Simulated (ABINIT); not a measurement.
MoP:

```
CELL_PARAMETERS angstrom
3.22300 0.00000 0.00000
-1.61150 2.79120 0.00000
0.00000 0.00000 3.19100
ATOMIC_POSITIONS crystal
Mo 0.00000 0.00000 0.00000
P 0.33333 0.66667 0.50000
```

Program: ABINIT 10.8.3 (patched build). Alike in all runs: no spin polarisation; cell as given; smearing fermi-dirac 0.05 eV. Hardware: 1 thread of Arm Neoverse V2, with other jobs on the host.

Task: Order these runs on this cell by their wall time, lowest first.
A. task single point; level r2SCAN; potentials or basis JTH PAW PBE v2.0; k mesh 4 × 4 × 3; cutoff (eV) 653; fine-grid cutoff 1251.72 eV; mesh quality coarse
B. task single point; level LDA; potentials or basis JTH PAW LDA v2.0; k mesh 4 × 4 × 3; cutoff (eV) 544; fine-grid cutoff 1088.46 eV; mesh quality coarse
C. task band structure; level PBE; potentials or basis SG15 NC PBE v1.2; k mesh 10 × 10 × 8; cutoff (eV) 1088; mesh quality not flagged
D. task single point; level PBEsol; potentials or basis JTH PAW PBE v2.0; k mesh 4 × 4 × 3; cutoff (eV) 544; fine-grid cutoff 1088.46 eV; mesh quality coarse

Result: B (3 s), D (7.4 s), A (18 s), C (79 s).

Caveats: some runs use coarse meshes.
